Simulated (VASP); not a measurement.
A run of VASP 6.6.1:

File INCAR:

```
SYSTEM = CuO
PREC = Accurate
ENCUT = 600
EDIFF = 1E-7
ISMEAR = -1
SIGMA = 0.05
LREAL = .False.
LASPH = .True.
NELM = 60
ALGO = Normal
ISIF = 3
LWAVE = .False.
LCHARG = .False.
GGA = PS
IBRION = 2
NSW = 60
EDIFFG = -0.01
KPAR = 2
```

The input KPOINTS:

```
Automatic mesh
0
Gamma
  8 8 4
  0 0 0
```

Contents of POSCAR:

```
CuO
1.0
    2.3418500000     -1.7113000000      0.0000000000
    2.3418500000      1.7113000000      0.0000000000
   -0.8500274268      0.0000000000      5.0578693947
Cu O
2 2
Direct
    0.5000000000      0.0000000000      0.5000000000
    0.0000000000      0.5000000000      0.0000000000
    0.4184000000      0.5816000000      0.7500000000
    0.5816000000      0.4184000000      0.2500000000
```

Potentials or basis: VASP PAW PBE potentials, release 64 (Cu, O).

The run is started by

```bash
$ cat potpaw_PBE.64/Cu/POTCAR potpaw_PBE.64/O/POTCAR > POTCAR
$ mpirun -np 2 vasp_std > vasp.out
```

Hardware: 2 MPI ranks on AMD EPYC 9R45 96-Core Processor (Zen 5), on a shared host.

Task: How long does it take, and how much memory?

Result: It took 7.8 min on 2 MPI ranks on AMD EPYC 9R45 96-Core Processor (Zen 5), on a shared host, peak memory 0.2 GiB a rank. Counts: scf iterations 295, k points 78, ion steps 33.
